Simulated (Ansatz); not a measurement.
## Squeezing and shearing Pnnm (COD entry) AlH3, size series (192 atoms)

How stiff is Pnnm (COD entry) AlH3, size series (192 atoms), and how do its levels respond to strain?

Main program and level: Ansatz 0.2.0; Kohn-Sham DFT, PBEsol, PAW (set soft_2), plane waves.

**1. The starting structure**

The cell holds 192 atoms: 48 Al and 144 H. Cell: a = 10.761 Å, b = 14.711 Å, c = 11.550 Å, α = 90.0°, β = 90.0°, γ = 90.0°. It derives from AlH3 (Pnnm, COD entry), repeated 2×2×2. Pnnm (COD entry) AlH3 (cell 5.381, 7.356, 5.775, 90, 90, 90), 2 x 2 x 2 conventional cells; ideal positions.

What the set-up can't give: Sampling is at Γ alone.

**2. Single point at the start**

A single point comes first, to see the forces before anything moves.

Input file input.yaml:

```yaml
crystal:
  lattice:
    - [10.7612, 0.0, 0.0]
    - [0.0, 14.711, 0.0]
    - [0.0, 0.0, 11.5502]
  atoms:
    - { symbol: Al, position: [0.0, 0.0, 0.25] }
    - { symbol: Al, position: [0.25, 0.25, 0.0] }
    - { symbol: Al, position: [0.39371, 0.04243, 0.0] }
    - { symbol: Al, position: [0.10629, 0.45757, 0.0] }
    - { symbol: Al, position: [0.35629, 0.29243, 0.25] }
    - { symbol: Al, position: [0.14371, 0.20757, 0.25] }
    - { symbol: H, position: [0.0, 0.25, 0.25] }
    - { symbol: H, position: [0.25, 0.0, 0.0] }
    - { symbol: H, position: [0.3811, 0.03885, 0.1544] }
    - { symbol: H, position: [0.1189, 0.46115, 0.1544] }
    - { symbol: H, position: [0.3689, 0.28885, 0.0956] }
    - { symbol: H, position: [0.1311, 0.21115, 0.0956] }
    - { symbol: H, position: [0.1189, 0.46115, 0.3456] }
    - { symbol: H, position: [0.3811, 0.03885, 0.3456] }
    - { symbol: H, position: [0.1311, 0.21115, 0.4044] }
    - { symbol: H, position: [0.3689, 0.28885, 0.4044] }
    - { symbol: H, position: [0.0468, 0.0651, 0.0] }
    - { symbol: H, position: [0.4532, 0.4349, 0.0] }
    - { symbol: H, position: [0.2032, 0.3151, 0.25] }
    - { symbol: H, position: [0.2968, 0.1849, 0.25] }
    - { symbol: H, position: [0.3125, 0.13875, 0.0] }
    - { symbol: H, position: [0.1875, 0.36125, 0.0] }
    - { symbol: H, position: [0.4375, 0.38875, 0.25] }
    - { symbol: H, position: [0.0625, 0.11125, 0.25] }
    - { symbol: Al, position: [0.0, 0.0, 0.75] }
    - { symbol: Al, position: [0.25, 0.25, 0.5] }
    - { symbol: Al, position: [0.39371, 0.04243, 0.5] }
    - { symbol: Al, position: [0.10629, 0.45757, 0.5] }
    - { symbol: Al, position: [0.35629, 0.29243, 0.75] }
    - { symbol: Al, position: [0.14371, 0.20757, 0.75] }
    - { symbol: H, position: [0.0, 0.25, 0.75] }
    - { symbol: H, position: [0.25, 0.0, 0.5] }
    [... 154 atom lines left out ...]
    - { symbol: H, position: [0.7032, 0.8151, 0.75] }
    - { symbol: H, position: [0.7968, 0.6849, 0.75] }
    - { symbol: H, position: [0.8125, 0.63875, 0.5] }
    - { symbol: H, position: [0.6875, 0.86125, 0.5] }
    - { symbol: H, position: [0.9375, 0.88875, 0.75] }
    - { symbol: H, position: [0.5625, 0.61125, 0.75] }
kpoints:
  mp_grid: { grid: [1, 1, 1] }
hamiltonian:
  xc: pbesol
scf:
  occupations: { method: fermi_dirac, width: 0.025 }
output:
  forces: true
```

On the command line:

```console
$ ansatz run input.yaml --threads 4 --pin off --max-ram 8192MiB --backend cpu --events-out ev --progress --plain --runs-dir out
```

Numbers of over 12 decimals in the logs are rounded to 6 here.

Log:

```text
[...]
Pseudopotentials: kind: paw
Pseudopotential: Al, paw, valence charge 3, recommended cutoff 420 eV (normal), Al.paw.azcp
Pseudopotential: H, paw, valence charge 1, recommended cutoff 420 eV (normal), H.paw.azcp
[... 3 lines on functional and potentials left out ...]
Crystal: 192 atoms, lattice volume = 1828.489 Å³
Basis set: ecut = 420 eV, 35725 PW (Γ), exchange–correlation on 144×200×160 points (8 copies of the dense FFT grid, shifted against one another)
Bands: 336, of which v1, the nominal top of the filled ones, is band 144 counted from 1 (143 counted from 0)
Symmetry: 64 space group operations
Space group: Pnnm (ITA 58), of the structure as read, at distance tolerance 1.2e-4 Å
k-points: 1
[... 6 lines on functional and potentials left out ...]
Initial density: superposition of atomic densities (neutral atoms: chi_scale 0, normalization atom), corrected by the library's trained network
Initial wavefunctions: pseudopotential atomic-orbital guess
[...]
SCF iter   1: F=—  HF=-27421.681101 eV  |F-HF|=—  |Δ(HF+E_count)|=         —  Δρ=7.80e-3  dr2=1.04e0  ethr=1.77e-3  ⟨swp⟩=7.0  Hψ=1685  notcnv=0  defer=79
preconditioner: auto → Resta (q_TF=auto, 2.005 Å⁻¹)  ε∞=2.9  [insulator: Δε(μ)=2.899 eV  Ē_g=10.835 eV  σ=0.025 eV  W_gap=1.00  n_scr=236 (ndim 8)  ℏωp=14.7 eV  f_vac=0.000  D(μ)=0.00/eV (n_scr^D=0)  ε∞_Penn≈2.9]
SCF iter   2: F=—  HF=-27421.388426 eV  |F-HF|=—  |Δ(HF+E_count)|=   2.93e-1  Δρ=3.31e-3  dr2=1.84e-1  ethr=3.59e-4  ⟨swp⟩=2.0  Hψ=390  notcnv=0  defer=131
SCF iter   3: F=—  HF=-27421.338301 eV  |F-HF|=—  |Δ(HF+E_count)|=   5.01e-2  Δρ=4.25e-4  dr2=3.31e-3  ethr=6.38e-5  ⟨swp⟩=2.0  Hψ=278  notcnv=0  defer=16
automatic band count: iteration 3 solves 166 bands in place of 336: the levels show a gap, and the empty bands left out lie too high to hold charge; the band table lists the bands solved (type scf.n_extra_bands for more)
SCF iter   4: F=—  HF=-27421.339847 eV  |F-HF|=—  |Δ(HF+E_count)|=   1.55e-3  Δρ=8.10e-5  dr2=1.39e-4  ethr=1.15e-6  ⟨swp⟩=2.0  Hψ=281  notcnv=0  defer=16
SCF iter   5: F=—  HF=-27421.340032 eV  |F-HF|=—  |Δ(HF+E_count)|=   1.85e-4  Δρ=1.69e-5  dr2=7.08e-6  ethr=4.82e-8  ⟨swp⟩=2.0  Hψ=294  notcnv=0  defer=16
SCF iter   6: F=—  HF=-27421.337440 eV  |F-HF|=—  |Δ(HF+E_count)|=   2.59e-3  Δρ=5.59e-6  dr2=5.19e-7  ethr=2.46e-9  ⟨swp⟩=2.0  Hψ=294  notcnv=0  defer=16
SCF iter   7: F=-27421.337441 eV  HF=-27421.337441 eV  |F-HF|=3.81e-8  |Δ(HF+E_count)|=   2.88e-7  Δρ=1.14e-6  dr2=2.56e-8  ethr=3.47e-11  ⟨swp⟩=4.0  Hψ=602  notcnv=0
SCF 1 converged in 7 iterations: F = -27421.337441 eV  dr2 = 2.56e-8
[...]
SCF converged after 7 iterations
Free energy (F): -27421.337441 eV
Harris-Foulkes:  -27421.337441 eV  (|F-HF|=3.81e-8)
Internal energy: -27421.337441 eV  (E = F + TS)
E sigma→0 (E₀):  -27421.337441 eV
Fermi energy:    2.285632 eV
--- Per-component energies (eV) ---
[...]
Σ components = -27421.337441   (vs F -27421.337441, Δ=0.00e0)
--- Forces (eV/Å), atoms counted from 1 ---
  atom   1  Al    -0.00000000     0.00000000     0.00000000
  atom   2  Al     0.00000000     0.00000000     0.00000000
  atom   3  Al    -0.53730150    -0.06620249    -0.00000000
  atom   4  Al     0.53730150     0.06620249    -0.00000000
[...]
atom 192  H      0.04719416    -0.75080238     0.00000000
  max |Σ_I F_I| component: 3.46e-15 eV/Å
```

Wall time 3.5 s (4 threads of AMD EPYC 9R45, shared host); peak memory 1.9 GiB; 12 s of CPU time.

The r.m.s. force at the start is 0.35 eV/Å.

**3. Cell and atoms relaxed**

Cell and atoms are freed together, to release stress as well as forces.

Input file input.yaml:

```yaml
crystal:
  lattice:
    - [10.7612, 0.0, 0.0]
    - [0.0, 14.711, 0.0]
    - [0.0, 0.0, 11.5502]
  atoms:
    [... the 192 atom lines of step 2 ...]
kpoints:
  mp_grid: { grid: [1, 1, 1] }
hamiltonian:
  xc: pbesol
scf:
  occupations: { method: fermi_dirac, width: 0.025 }
output:
  forces: true
relax:
  f_tol: 0.05
  max_steps: 150
  cell: {}
```

Log:

```text
[...]
Crystal: 192 atoms, lattice volume = 1828.489 Å³
Basis set: ecut = 420 eV, 35725 PW (Γ), exchange–correlation on 144×200×160 points (8 copies of the dense FFT grid, shifted against one another)
Bands: 336, of which v1, the nominal top of the filled ones, is band 144 counted from 1 (143 counted from 0)
Symmetry: 64 space group operations
[...]
k-points: 1
[...]
SCF iter   1: F=—  HF=-27421.681100 eV  |F-HF|=—  |Δ(HF+E_count)|=         —  Δρ=7.80e-3  dr2=1.04e0  ethr=1.77e-3  ⟨swp⟩=7.0  Hψ=1685  notcnv=0  defer=79
[...]
SCF iter   7: F=-27421.337441 eV  HF=-27421.337441 eV  |F-HF|=3.98e-8  |Δ(HF+E_count)|=   1.87e-7  Δρ=1.15e-6  dr2=2.39e-8  ethr=3.47e-11  ⟨swp⟩=4.0  Hψ=745  notcnv=0
SCF 1 converged in 7 iterations: F = -27421.337441 eV  dr2 = 2.39e-8
[...]
relax step   1: F+E_penalty+E_count = -27421.33744061 eV  Δ(F+E_penalty+E_count) = +0.000e0 eV  max|allowed force component| = 8.002e-1 eV/Å  Δτ_max = 0.0000 Å  P = -0.499 GPa  Ω = 1828.489 Å³  (7 SCF iters, dr2 threshold 1.00e-7 eV, accepted)
[...]
relax step   2: F+E_penalty+E_count = -27426.55275635 eV  Δ(F+E_penalty+E_count) = -5.215e0 eV  max|allowed force component| = 2.666e-1 eV/Å  Δτ_max = 0.1947 Å  P = -0.431 GPa  Ω = 1886.000 Å³  energy of the carried Pulay correction = -5.998e-2 eV  (6 SCF iters, dr2 threshold 1.92e-5 eV, accepted)
[...]
relax step   3: F+E_penalty+E_count = -27427.42720590 eV  Δ(F+E_penalty+E_count) = -8.744e-1 eV  max|allowed force component| = 4.661e-1 eV/Å  Δτ_max = 0.2000 Å  P = -0.170 GPa  Ω = 1845.243 Å³  energy of the carried Pulay correction = -1.767e-2 eV  (6 SCF iters, dr2 threshold 1.48e-5 eV, accepted)
[...]
relax step   4: F+E_penalty+E_count = -27427.82882111 eV  Δ(F+E_penalty+E_count) = -4.016e-1 eV  max|allowed force component| = 5.237e-2 eV/Å  Δτ_max = 0.0351 Å  P = -0.001 GPa  Ω = 1842.021 Å³  energy of the carried Pulay correction = -1.428e-2 eV  (5 SCF iters, dr2 threshold 1.36e-5 eV, accepted)
[...]
relax step   5: F+E_penalty+E_count = -27427.83980903 eV  Δ(F+E_penalty+E_count) = -1.099e-2 eV  max|allowed force component| = 9.034e-3 eV/Å  Δτ_max = 0.0046 Å  P = +0.011 GPa  Ω = 1839.387 Å³  energy of the carried Pulay correction = -1.151e-2 eV  (5 SCF iters, dr2 threshold 1.71e-7 eV, accepted)
[...]
relax step   6: F+E_penalty+E_count = -27427.85484510 eV  Δ(F+E_penalty+E_count) = -1.504e-2 eV  max|allowed force component| = 8.980e-3 eV/Å  Δτ_max = 0.0000 Å  P = +0.020 GPa  Ω = 1839.387 Å³  stress off target by 2.92e-2 GPa  SCF on the basis re-selected at this cell (its energy is not comparable with the rows above)  (5 SCF iters)
basis re-selected at this cell: Δ(F+E_penalty+E_count) = -1.504e-2 eV, ΔP = +0.009 GPa vs the last step (what re-selecting the basis moved, of the pressure what is left beyond the Pulay correction that the steps carried, after the strain that the cell walked since its last selection, [...]
SCF converged after 5 iterations
Free energy (F): -27427.854845 eV
[...]
Internal energy: -27427.854845 eV  (E = F + TS)
E sigma→0 (E₀):  -27427.854845 eV
Fermi energy:    2.233349 eV
[...]
--- Forces (eV/Å), atoms counted from 1 ---
  atom   1  Al     0.00000000     0.00000000    -0.00000000
  atom   2  Al    -0.00000000     0.00000000    -0.00000000
  atom   3  Al     0.00897957    -0.00034952     0.00000000
  atom   4  Al    -0.00897957     0.00034952    -0.00000000
  atom   5  Al    -0.00897957    -0.00034952     0.00000000
  atom   6  Al     0.00897957     0.00034952    -0.00000000
  atom   7  H     -0.00000000    -0.00000000     0.00000000
  atom   8  H      0.00000000     0.00000000     0.00000000
  atom   9  H     -0.00205964     0.00000132     0.00257633
  atom  10  H      0.00205964    -0.00000132     0.00257633
  atom  11  H      0.00205964     0.00000132    -0.00257633
  atom  12  H     -0.00205964    -0.00000132    -0.00257633
  atom  13  H      0.00205964    -0.00000132    -0.00257633
  atom  14  H     -0.00205964     0.00000132    -0.00257633
[...]
atom 191  H      0.00327767     0.00469903    -0.00000000
  atom 192  H     -0.00327767    -0.00469903     0.00000000
  max |Σ_I F_I| component: 4.25e-17 eV/Å
--- Stress (GPa, compression-positive) ---
        0.029200      -0.000000      -0.000000
        0.000000       0.015474      -0.000000
       -0.000000      -0.000000       0.014810
  P = ⅓ Tr σ = 0.0198 GPa (0.198 kbar)
--- Relaxed structure (5 steps of the walk, 5 accepted, 1 SCFs on fresh bases) ---
  F+E_penalty+E_count = -27427.85484510 eV   max|allowed force component| = 8.980e-3 eV/Å   (the final SCF, on the basis selected at the relaxed cell)
  cell:  # Å, volume = 1839.3874 Å³
    - [10.810770, 0, 0]
    - [0, 14.715164, 0]
    - [0, 0, 11.562493]
  atoms:
    - { symbol: Al, position: [0, 0, 0.25] }
    - { symbol: Al, position: [0.25, 0.25, 1.251582567096104e-19] }
    - { symbol: Al, position: [0.394678, 0.043066, 1.2515825670961012e-19] }
    - { symbol: Al, position: [0.105322, 0.456934, 1.2515825670960988e-19] }
[...]
- { symbol: H, position: [0.589767, 0.598301, 0.75] }
```

The job ended after 25 s (4 threads; peak memory 2 GiB; 92 s of CPU time).

The relaxation converged after 5 steps, with a largest force component of 0.0090 eV/Å.

**4. Single point at the relaxed geometry**

One more single point at the end of the walk gives the fuller output and checks the residual forces.

Input file input.yaml:

```yaml
crystal:
  lattice:
    - [10.81077, 0.0, 0.0]
    - [0.0, 14.71516, 0.0]
    - [0.0, 0.0, 11.56249]
  atoms:
    - { symbol: Al, position: [1.0, 0.0, 0.25] }
    - { symbol: Al, position: [0.25, 0.25, 0.0] }
    - { symbol: Al, position: [0.39468, 0.04307, 0.0] }
    - { symbol: Al, position: [0.10532, 0.45693, 0.0] }
    - { symbol: Al, position: [0.35532, 0.29307, 0.25] }
    - { symbol: Al, position: [0.14468, 0.20693, 0.25] }
    [... 180 atom lines left out ...]
    - { symbol: H, position: [0.69936, 0.82006, 0.75] }
    - { symbol: H, position: [0.80064, 0.67994, 0.75] }
    - { symbol: H, position: [0.83977, 0.6517, 0.5] }
    - { symbol: H, position: [0.66023, 0.8483, 0.5] }
    - { symbol: H, position: [0.91023, 0.9017, 0.75] }
    - { symbol: H, position: [0.58977, 0.5983, 0.75] }
kpoints:
  mp_grid: { grid: [1, 1, 1] }
hamiltonian:
  xc: pbesol
scf:
  occupations: { method: fermi_dirac, width: 0.025 }
output:
  forces: true
  stress: true
  populations: true
  dos:
    method: { smearing: { sigma: 0.1 } }
    de: 0.1
    projected: { site_lists: { Al: [Al], H: [H] } }
  eigenvalues: true
  write_density: true
  write_potential: true
  volumetric_format: npy
  elf: true
```

Log:

```text
[...]
Crystal: 192 atoms, lattice volume = 1839.386 Å³
Basis set: ecut = 420 eV, 35991 PW (Γ), exchange–correlation on 150×200×160 points (8 copies of the dense FFT grid, shifted against one another)
Bands: 336, of which v1, the nominal top of the filled ones, is band 144 counted from 1 (143 counted from 0)
Symmetry: 64 space group operations
[...]
k-points: 1
[...]
SCF iter   1: F=—  HF=-27428.146679 eV  |F-HF|=—  |Δ(HF+E_count)|=         —  Δρ=7.82e-3  dr2=8.71e-1  ethr=1.77e-3  ⟨swp⟩=6.0  Hψ=1682  notcnv=0  defer=70
[...]
SCF iter   6: F=-27427.854846 eV  HF=-27427.854845 eV  |F-HF|=1.39e-7  |Δ(HF+E_count)|=   8.43e-6  Δρ=2.14e-6  dr2=8.79e-8  ethr=3.47e-11  ⟨swp⟩=22.0  Hψ=4058  notcnv=0
SCF 1 converged in 6 iterations: F = -27427.854846 eV  dr2 = 8.79e-8
[...]
SCF converged after 6 iterations
Free energy (F): -27427.854846 eV
[...]
Internal energy: -27427.854846 eV  (E = F + TS)
E sigma→0 (E₀):  -27427.854846 eV
Fermi energy:    2.233411 eV
[...]
--- Forces (eV/Å), atoms counted from 1 ---
  atom   1  Al    -0.00000000     0.00000000    -0.00000000
  atom   2  Al    -0.00000000    -0.00000000    -0.00000000
  atom   3  Al     0.00882507    -0.00105734    -0.00000000
  atom   4  Al    -0.00882507     0.00105734    -0.00000000
  atom   5  Al    -0.00882507    -0.00105734     0.00000000
  atom   6  Al     0.00882507     0.00105734    -0.00000000
  atom   7  H     -0.00000000    -0.00000000    -0.00000000
  atom   8  H      0.00000000    -0.00000000     0.00000000
  atom   9  H     -0.00205061     0.00005587     0.00286274
  atom  10  H      0.00205061    -0.00005587     0.00286274
  atom  11  H      0.00205061     0.00005587    -0.00286274
  atom  12  H     -0.00205061    -0.00005587    -0.00286274
  atom  13  H      0.00205061    -0.00005587    -0.00286274
  atom  14  H     -0.00205061     0.00005587    -0.00286274
[...]
atom 191  H      0.00340660     0.00491284    -0.00000000
  atom 192  H     -0.00340660    -0.00491284     0.00000000
  max |Σ_I F_I| component: 4.03e-17 eV/Å
--- Stress (GPa, compression-positive) ---
        0.028360       0.000000       0.000000
        0.000000       0.015434       0.000000
        0.000000      -0.000000       0.016195
  P = ⅓ Tr σ = 0.0200 GPa (0.200 kbar)
--- Band table (eV) ---
[...]
--- Löwdin populations: 192 sites ---
  site symbol       q [e]
     0     Al      2.2967
     1     Al      2.2967
     2     Al      2.3360
[...]
191      H      1.2313
  spilling = 0.011417 (of n_electrons = 288.000000)
```

Wall time 7.5 s (4 threads); peak memory 2 GiB.

The run gave:

* free energy: -27427.8548 eV
* free energy per atom: -142.8534 eV/atom
* SCF cycles: 6
* pressure: 0.02 GPa
* r.m.s. force component: 0.00322 eV/Å
* longest force: 0.00889 eV/Å
* Fermi energy: 2.233 eV
* gap (highest filled to lowest empty level): 3.184 eV
* spilling of the projection: 0.01142

Löwdin charges by element (they lack the spilled electrons, 0.017 e an atom on average):

| element | coordination | atoms | mean charge (e) | spread | least | most |
| --- | --- | --- | --- | --- | --- | --- |
| Al | all | 48 | 0.677 | 0.0186 | 0.664 | 0.703 |
| H | all | 144 | -0.203 | 0.0282 | -0.251 | -0.164 |

Density of states as counts of states in windows of 1 eV (from the Fermi level), total and the larger projections:

| from (eV) | to (eV) | total | H s | Al p | Al s |
| --- | --- | --- | --- | --- | --- |
| -11 | -10 | 3.4 | 1.9 | 0.2 | 1.3 |
| -10 | -9 | 20.6 | 10.1 | 3.2 | 7.0 |
| -9 | -8 | 20.5 | 9.3 | 5.3 | 5.7 |
| -8 | -7 | 17.7 | 8.9 | 4.1 | 4.5 |
| -7 | -6 | 19.1 | 10.1 | 4.0 | 4.9 |
| -6 | -5 | 61.2 | 31.0 | 24.9 | 4.7 |
| -5 | -4 | 39.9 | 23.2 | 15.9 | 0.5 |
| -4 | -3 | 52.2 | 35.4 | 14.8 | 1.5 |
| -3 | -2 | 41.0 | 31.9 | 7.2 | 1.3 |
| -2 | -1 | 12.4 | 11.6 | 0.4 | 0.1 |
| -1 | 1 | 0.0 | 0.0 | 0.0 | 0.0 |
| 1 | 2 | 16.2 | 1.2 | 5.1 | 9.3 |
| 2 | 3 | 15.3 | 2.4 | 4.6 | 7.3 |
| 3 | 4 | 61.0 | 5.4 | 24.3 | 11.2 |
| 4 | 5 | 63.2 | 7.3 | 31.2 | 5.6 |

The levels nearest the highest filled one (over half full), pooled over k-points and spins:

| level less the highest filled one (eV) | occupation |
| --- | --- |
| -0.175 | 2 |
| -0.175 | 2 |
| -0.0507 | 2 |
| -0.0507 | 2 |
| 0 | 2 |
| 0 | 2 |
| 3.18 | 0 |
| 3.18 | 0 |
| 3.40 | 0 |
| 3.42 | 0 |
| 3.45 | 0 |
| 3.45 | 0 |

Valence density in the ab plane at fractional z = 0.000, with atoms of Al and H within 0.2 Å of it. It is the smooth field of the valence electrons, not physical close to the nuclei.

Values in units of 1e-1 e/Å³, 13 rows by 16 columns, each cell a mean:
```
3.4 0.9 1.4 3.7 3.7 1.4 3.6 8.7 3.5 0.9 1.4 3.7 3.7 1.4 3.7 8.6
1.3 2.1 7.5 3.5 0.7 0.4 1.1 2.6 1.4 2.1 7.5 3.5 0.7 0.4 1.2 2.5
0.1 0.9 4.2 3.0 1.3 1.4 0.6 0.2 0.1 0.9 4.1 3.0 1.3 1.4 0.6 0.2
0.1 0.4 1.4 1.2 1.4 2.3 0.9 0.1 0.1 0.4 1.4 1.2 1.4 2.3 0.9 0.2
0.7 0.6 0.5 0.7 2.7 9.5 3.4 0.7 0.7 0.6 0.5 0.7 2.7 9.5 3.3 0.7
7.7 5.9 1.0 1.1 2.0 2.2 1.3 2.4 7.7 5.8 1.0 1.1 2.0 2.2 1.3 2.3
3.3 1.9 1.8 6.1 8.2 2.3 2.1 3.8 3.3 1.9 1.7 6.1 8.2 2.4 2.1 3.8
2.9 1.5 2.7 2.0 0.8 0.6 3.0 8.3 3.0 1.5 2.7 2.0 0.8 0.6 3.1 8.3
0.4 1.7 8.7 4.7 1.2 0.7 0.5 0.4 0.4 1.8 8.7 4.6 1.1 0.7 0.5 0.4
0.1 0.5 1.6 1.4 0.9 1.6 0.7 0.1 0.1 0.5 1.6 1.3 0.9 1.6 0.7 0.1
0.2 0.4 1.0 1.2 2.6 6.8 2.2 0.3 0.2 0.4 1.0 1.2 2.6 6.8 2.1 0.3
4.0 3.0 0.5 0.4 1.7 5.6 2.8 1.6 4.0 2.9 0.5 0.4 1.7 5.6 2.7 1.6
6.2 4.8 1.7 4.2 6.4 2.1 0.9 2.5 6.2 4.8 1.7 4.2 6.4 2.2 0.9 2.4
```
Columns run along a (10.8 Å), rows up along b (14.7 Å). Atoms in or near the plane, at fractional coordinates: Al at (0.25, 0.25), Al at (0.39, 0.04), Al at (0.11, 0.46), H at (0.25, 0.00), H at (0.05, 0.07), H at (0.45, 0.43), H at (0.34, 0.15), H at (0.16, 0.35), Al at (0.25, 0.75), Al at (0.39, 0.54), Al at (0.11, 0.96), H at (0.25, 0.50), H at (0.05, 0.57), H at (0.45, 0.93) and more.

ELF in the ab plane at fractional z = 0.000, with atoms of Al and H within 0.2 Å of it. It is the smooth field of the valence electrons, not physical close to the nuclei.

Ten even steps from '0' (0.02 × 1e-1) to '9' (10.00 × 1e-1), each cell a mean:
```
730007999834898730006999834898
960123443117999960123443117999
734899730003799733899740003799
116999972000012116999972000012
004789841221000004789841221000
000122000121000000122100121000
000122001443100000122001443100
000012138999830000012138999830
343100038999831343000038999831
999820013687426999820013687426
999842576510018999932576510018
677537999950124677537999940124
730007999834898730006999834898
960123443117999960123443117999
734899730003799733899740003799
116999972000012116999972000012
004789841221000004789841221000
000122000121000000122100121000
000122001443100000122001443100
000012138999830000012138999830
343100038999831343000038999831
999820013687426999820013687426
999842576510018999932576510018
677537999950124677537999940124
```
Columns run along a (10.8 Å), rows up along b (14.7 Å). Atoms in or near the plane, at fractional coordinates: Al at (0.25, 0.25), Al at (0.39, 0.04), Al at (0.11, 0.46), H at (0.25, 0.00), H at (0.05, 0.07), H at (0.45, 0.43), H at (0.34, 0.15), H at (0.16, 0.35), Al at (0.25, 0.75), Al at (0.39, 0.54), Al at (0.11, 0.96), H at (0.25, 0.50), H at (0.05, 0.57), H at (0.45, 0.93) and more.

Between filled and empty levels lie 3.18 eV at Γ alone; the mesh holds the band edges only if they fold onto it, so the gap at this level can be narrower or closed, while semilocal functionals tend to narrow gaps against experiment. Mean Löwdin charges: Al +0.68, H -0.20 e (they miss 1.1 % of the electrons, so they add up to more than the cell's charge). The largest share in the top eV of filled states is H s (86 % of the projected weight), and in the lowest eV of empty states Al s (57 % of the projected weight).

(Part 1 of 3 ends here.)

[Logs are printed without paths, hosts, clocks, repeated set-up lines and the standing remarks that a program may print on its own settings, such as how far it seeks lower states.]

[Hosts, paths, dates, database ids (printed as entryN), source tags and the programs' standing remarks are cut or masked in the printed files.]
